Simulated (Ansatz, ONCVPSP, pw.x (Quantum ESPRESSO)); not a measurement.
Equation-of-state test of one ONCV potential (titanium (Ti))

Ti (Z = 22), optimised norm-conserving Vanderbilt (ONCV), made with ONCVPSP 4.0.1.1 (patched build) (PBE, scalar-relativistic). Core [Ne], reference 3s2 3p6 3d2 4s2. Waves: 3s+4s: rc 1.75 bohr, ncon 4, nbas 9, qcut 8.7 1/bohr, 3 projectors, debl 2.1 Ha; 3p: rc 1.20 bohr, ncon 3, nbas 7, qcut 7.4 1/bohr, 2 projectors, debl 2.8 Ha; 3d: rc 1.50 bohr, ncon 4, nbas 9, qcut 8.2 1/bohr, 2 projectors, debl 2.9 Ha; f scattering state at 0.31 Ha: rc 1.85 bohr, ncon 4, nbas 8, qcut 6.1 1/bohr, 2 projectors, debl 1.4 Ha. Local part: polynomial inside 1.05 bohr (lpopt 5, dvloc0 0 Ha). Core correction: Teter function, fcfact 4.25, rcfact 1.35.

Atomic tests: cutoffs needed: 31 Ha and 65 Ha (the cutoffs (Ha) at which the residual kinetic energy of the hardest occupied pseudo-wave falls to 1 and 0.1 mHa per electron); ghost test: no bound ghost flagged; no localised positive-energy state flagged; configuration tests: 1 of 4 tests not solved or not reliable.

Crystal test: bcc Ti in pw.x 7.5, no spin, 14³ k-points, Fermi–Dirac smearing 0.01 Ry, cutoffs 150/600 Ry. The lattice is a test structure that the element need not adopt, and mesh and smearing are coarse.

pw.x input:

```
&control
  calculation='scf', prefix='x', pseudo_dir='./', outdir='./tmp', tstress=.true., disk_io='low'
/
&system
  ibrav=0, nat=1, ntyp=1, ecutwfc=150, ecutrho=600, nbnd=14,
  occupations='smearing', smearing='fd', degauss=0.01
/
&electrons
  conv_thr=1e-09, mixing_beta=0.4, electron_maxstep=70
/
ATOMIC_SPECIES
Ti 1.0 Ti.UPF
CELL_PARAMETERS angstrom
  -1.63062743 1.63062743 1.63062743
  1.63062743 -1.63062743 1.63062743
  1.63062743 1.63062743 -1.63062743
ATOMIC_POSITIONS crystal
Ti 0.0000 0.0000 0.0000
K_POINTS automatic
14 14 14 0 0 0
```

```bash
pw.x < Ti.scf.in > Ti.scf.out
```

Question: How does the run end?

Answer: It converges; the pressure is 0.27 GPa against 0.23 GPa from all-electron LAPW. Atomic configuration tests: 1 of 4 tests not solved or not reliable. The log shows:

```
     lattice parameter (alat)  =       5.3372  a.u.
     unit-cell volume          =     117.0364 (a.u.)^3
     number of electrons       =        12.00
     number of Kohn-Sham states=           14
     kinetic-energy cutoff     =     150.0000  Ry
     charge density cutoff     =     600.0000  Ry
     scf convergence threshold =      1.0E-09
     Exchange-correlation= PBE
     number of k points=   104  Fermi-Dirac smearing, width (Ry)=  0.0100
     iteration #  1     ecut=   150.00 Ry     beta= 0.40
     total energy              =    -120.86710819 Ry
     estimated scf accuracy    <       0.03707307 Ry
     iteration #  2     ecut=   150.00 Ry     beta= 0.40
     total energy              =    -120.87384930 Ry
     estimated scf accuracy    <       0.00041295 Ry
     iteration #  3     ecut=   150.00 Ry     beta= 0.40
     total energy              =    -120.87388017 Ry
     estimated scf accuracy    <       0.00014922 Ry
     iteration #  4     ecut=   150.00 Ry     beta= 0.40
     total energy              =    -120.87388523 Ry
     estimated scf accuracy    <       0.00000276 Ry
     iteration #  5     ecut=   150.00 Ry     beta= 0.40
     total energy              =    -120.87388516 Ry
     estimated scf accuracy    <       0.00000055 Ry
     iteration #  6     ecut=   150.00 Ry     beta= 0.40
     total energy              =    -120.87388524 Ry
     estimated scf accuracy    <       0.00000002 Ry
     iteration #  7     ecut=   150.00 Ry     beta= 0.40
     the Fermi energy is    13.1438 ev
!    total energy              =    -120.87388525 Ry
     estimated scf accuracy    <          5.2E-10 Ry
     smearing contrib. (-TS)   =      -0.01025900 Ry
     The total energy is F=E-TS. E is the sum of the following terms:
     one-electron contribution =     -40.83237690 Ry
     hartree contribution      =      24.53503364 Ry
     xc contribution           =     -19.53302846 Ry
     ewald contribution        =     -85.03325452 Ry
     convergence has been achieved in   7 iterations
          total   stress  (Ry/bohr**3)                   (kbar)     P=        2.66
```
